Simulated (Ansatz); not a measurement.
CuI: one input, then a changed one

The cell is COD entry 9004456, as deposited and not checked against the literature; nothing was relaxed. It differs from other determinations. The listed cell was then made from it by scaling, straining or moving an atom.

First run: DFT, PBE, PAW with Ansatz's default frozen-core files, scalar-relativistic (Ansatz 0.2.0).

Command: `ansatz run input.yaml --threads 1 --pin off --max-ram 2048MiB --backend cpu --events-out ev --progress --plain --runs-dir out` The run took 4.8 s on 1 thread of Arm Neoverse V2 (shared host), peak memory 0.4 GiB.

```yaml
crystal:
  lattice:
    - [0.0, 3.0713927327, 3.0713927327]
    - [3.0713927327, 0.0, 3.0713927327]
    - [3.0713927327, 3.0713927327, 0.0]
  atoms:
    - { symbol: Cu, position: [0.75, 0.75, 0.75] }
    - { symbol: I, position: [0.0, 0.0, 0.0] }
kpoints:
  mp_grid: { grid: [9, 9, 9] }
scf:
  occupations: { method: fermi_dirac, width: 0.03 }
hamiltonian:
  xc: pbe
  pseudopotentials: { kind: paw }
output:
  forces: true
  stress: true
  eigenvalues: true
  efg: { contact_densities: true }
```

Result: converged; pressure -1.13 GPa; gap on the k mesh 1.02 eV (the mesh can miss the band edges); 6 SCF iterations.

No spin–orbit coupling, which matters for the heavy atoms here.

The input is then changed:

```diff
@@ -12,6 +12,7 @@
   occupations: { method: fermi_dirac, width: 0.03 }
 hamiltonian:
-  xc: pbe
+  xc: lda
   pseudopotentials: { kind: paw }
+  hubbard: { sites: [{ species: Cu, l: d, u_eff: 8.0 }], double_counting: amf }
 output:
   forces: true
@@ -19,3 +20,5 @@
   eigenvalues: true
   efg: { contact_densities: true }
+basis:
+  ecutwfc: "550 eV"
```

What does the second run give?

It converged; pressure -5.55 GPa; gap on the k mesh 0.84 eV (the mesh can miss the band edges); 9 SCF iterations.
